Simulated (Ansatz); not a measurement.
An inverse problem

Cell vectors (Å):

```
0.0000 2.1895 2.1895
2.1895 0.0000 2.1895
2.1895 2.1895 0.0000
```

```tsv
atom	a	b	c
X	0.0000	0.0000	0.0000
```

Computed with r²SCAN, PAW on Ansatz 0.2.0's default frozen-core files (fitted under PBE), scalar-relativistic. k mesh 24×24×24, strains of ±0.005, Fermi-Dirac smearing of 0.100 eV.

Elastic constants of a crystal by Kohn-Sham DFT: slopes of the stress over finite engineering strains of the given cell, Voigt indices, Cartesian axes as in the cell vectors.

| index | elastic (GPa) |
| --- | --- |
| 11 | 15.1 |
| 12 | 11.9 |
| 44 | 9.6 |

Q: All X atoms are one element. Which one was computed?

A: Li; the crystal is Li (Fm-3m, a database entry that needn't be its stable phase).

Keep in mind: frozen-core PAW files fitted under PBE, their cores solved anew for the functional of the run; responses of metals move with mesh and smearing.
